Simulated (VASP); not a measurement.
Crystal: Al2O3 (Corundum).

```
Al O
1.0
     2.38025    1.37424    4.33187
    -2.38025    1.37424    4.33187
     0.00000   -2.74848    4.33187
Al O
4 6
Direct
  0.85216 0.85216 0.85216
  0.64784 0.64784 0.64784
  0.14784 0.14784 0.14784
  0.35216 0.35216 0.35216
  0.05668 0.75000 0.44332
  0.75000 0.44332 0.05668
  0.44332 0.05668 0.75000
  0.94332 0.25000 0.55668
  0.25000 0.55668 0.94332
  0.55668 0.94332 0.25000
```

| Property | Result |
| --- | --- |
| Program | VASP 6.6.1 |
| Task | relaxation of cell and atoms |
| Functional | LDA |
| Potentials or basis | VASP PAW LDA potentials, release 64 (Al, O) |
| Cutoff | 600 eV |
| k mesh | 6 × 6 × 6 |
| Occupations | gaussian, width 0.02 eV |
| Spin | no spin polarisation |

At the start: pressure -4.9 GPa; volume 8.50 Å³/atom.

Where does the relaxation end?

Over 5 steps the energy falls by 2.8 meV/atom and the volume is 8.33 Å³/atom (-2.0 %); space group R-3c (No. 167, to 0.05 Å).

The path:
```
step  energy change (eV)  largest force (eV/Å)  pressure (GPa)  volume (Å³)
   1              0.0000                0.1259           -4.91        85.02
   2             -0.0038                0.0682            4.99        81.85
   3             -0.0274                0.0308            0.05        83.36
   4             -0.0274                0.0288            0.16        83.32
   5             -0.0276                0.0126            0.07        83.35
```

Final structure:
```
CELL_PARAMETERS angstrom
2.36607 1.36605 4.29792
-2.36607 1.36605 4.29792
0.00000 -2.73210 4.29792
ATOMIC_POSITIONS crystal
Al 0.85195 0.85195 0.85195
Al 0.64805 0.64805 0.64805
Al 0.14805 0.14805 0.14805
Al 0.35195 0.35195 0.35195
O 0.05572 0.75000 0.44428
O 0.75000 0.44428 0.05572
O 0.44428 0.05572 0.75000
O 0.94428 0.25000 0.55572
O 0.25000 0.55572 0.94428
O 0.55572 0.94428 0.25000
```
